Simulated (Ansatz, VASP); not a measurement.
# One calculation of Hg, two programs

File INCAR:

```
PREC     = Accurate       # precision mode
ENCUT    = 520            # plane-wave cutoff, eV
EDIFF    = 1E-7           # SCF threshold, eV
ISMEAR   = -1             # smearing method
SIGMA    = 0.05           # smearing width, eV
LREAL    = F              # projectors in reciprocal space
LASPH    = T              # aspherical terms in the spheres
NELM     = 100            # most SCF steps
ALGO     = Normal         # electronic algorithm
ISIF     = 2              # what is computed and relaxed
LWAVE    = F              # write WAVECAR
LCHARG   = F              # write CHGCAR
GGA      = PE             # functional
NBANDS   = 12             # bands
```

File KPOINTS:

```
Automatic mesh
0
Gamma
  10 10 10
```

POSCAR

```
Hg
1.0
   -1.8513720229      1.8513720229      1.8909383704
    1.8513720229     -1.8513720229      1.8909383704
    1.8513720229      1.8513720229     -1.8909383704
Hg
1
Direct
    0.5000000000      0.5000000000      0.0000000000
```

input.yaml

```yaml
crystal:
  lattice:
    - [-1.8513720229, 1.8513720229, 1.8909383704]
    - [1.8513720229, -1.8513720229, 1.8909383704]
    - [1.8513720229, 1.8513720229, -1.8909383704]
  atoms:
    - { symbol: Hg, position: [0.5, 0.5, 0.0] }
hamiltonian:
  xc: pbe
  pseudopotentials: { kind: paw }
kpoints:
  mp_grid: { grid: [10, 10, 10] }
scf:
  occupations: { method: fermi_dirac, width: 0.05 }
output:
  forces: true
  stress: true
  eigenvalues: true
```

Change from the starting cell: volume scaled by 0.96.

Alike in both runs: task single point; functional PBE; k mesh 10 × 10 × 10; occupations fermi-dirac, width 0.05 eV; no spin polarisation.

```csv
,VASP,Ansatz
version,VASP 6.6.1,Ansatz 0.2.0
potentials or method,"VASP PAW PBE potentials, release 64 (Hg)",Ansatz PAW
plane-wave cutoff (eV),520,420
valence electrons in the cell,12,20
```

VASP gave:

| Item | Value |
| --- | --- |
| gap on the k mesh at the Fermi level (eV) | none |
| pressure (GPa) | 2.4 |
| largest component of the traceless stress (GPa) | 0.36 |

Q: What did Ansatz give for the same quantities?

A: gap on the k mesh at the Fermi level (eV): none; pressure (GPa): 2.2; largest component of the traceless stress (GPa): 0.36.

A gap of «none» marks a metal or a gap that the smearing closes. The functional is the same, so the differences come from potentials, cutoffs and numerics. The two sets of potentials don't hold the same shells in valence.

Spin-orbit coupling is left out, which matters for the levels of Hg.
